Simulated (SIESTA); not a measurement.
Input of a SIESTA 5.4.2 run:

Sb.fdf

```
SystemName                      Antimony
SystemLabel                     Sb
NumberOfSpecies                 1
NumberOfAtoms                   1
%block ChemicalSpeciesLabel
  1  51 Sb
%endblock ChemicalSpeciesLabel

LatticeConstant                 1.0 Ang
%block LatticeVectors
     3.1600000000     0.0000000000     0.0000000000
     0.0000000000     3.1600000000     0.0000000000
     0.0000000000     0.0000000000     3.1600000000
%endblock LatticeVectors
AtomicCoordinatesFormat         Ang
%block AtomicCoordinatesAndAtomicSpecies
     0.0000000000     0.0000000000     0.0000000000  1
%endblock AtomicCoordinatesAndAtomicSpecies

%block kgrid.MonkhorstPack
    8   0   0  0.0
    0   8   0  0.0
    0   0   8  0.0
%endblock kgrid.MonkhorstPack
XC.Functional                   GGA
XC.Authors                      PBE
PAO.BasisSize                   DZP
PAO.EnergyShift                 0.003 Ry
Mesh.Cutoff                     500 Ry
OccupationFunction              FD
ElectronicTemperature           0.05 eV
MaxSCFIterations                120
SCF.MustConverge                false
SCF.Mixer.Method                Pulay
SCF.Mixer.Weight                0.25
SCF.Mixer.History               8
SCF.DM.Tolerance                5.0e-05
SCF.H.Tolerance                 1.0e-03 eV
WriteForces                     true
Charge.Mulliken                 end
Charge.Hirshfeld                end
Charge.Voronoi                  end
SaveRho                         true
SaveElectrostaticPotential      true
MD.TypeOfRun                    Broyden
MD.Steps                        40
MD.MaxForceTol                  0.01 eV/Ang
MD.MaxDispl                     0.1 Ang
WriteCoorStep                   true
AtomCoorFormatOut               Fractional
MD.VariableCell                 true
MD.MaxStressTol                 0.1 GPa
%block PAO.Basis
  Sb 4
  n=5 0 2
    5.984 0.000
  n=5 1 2
    7.890 0.000
  n=4 2 2
    3.483 0.000
  n=5 2 1
    7.890
%endblock PAO.Basis
```

Potentials or basis: PseudoDojo 0.4 standard (PBE files), DZP (energy shift 0.003 Ry; two zetas on semicore shells).

Launch:

```console
$ siesta Sb.fdf > Sb.out 2>&1
```

Estimate the band gap on the k mesh.

none (metal or under the smearing width).

Predict the relaxed cell.

a = 3.133 Å, b = 3.133 Å, c = 3.133 Å, α = 90.00°, β = 90.00°, γ = 90.00°.

Final structure:
```yaml
crystal:
  lattice:
    - [3.13291, 0.00000, 0.00000]
    - [0.00000, 3.13291, 0.00000]
    - [0.00000, 0.00000, 3.13291]
  atoms:
    - { symbol: Sb, position: [0.00000, 0.00000, 0.00000] }
```

Caveat: the basis of atomic orbitals isn't converged, which shifts pressures, moduli and gaps. The run has no spin-orbit coupling, so splittings on Sb are missing.
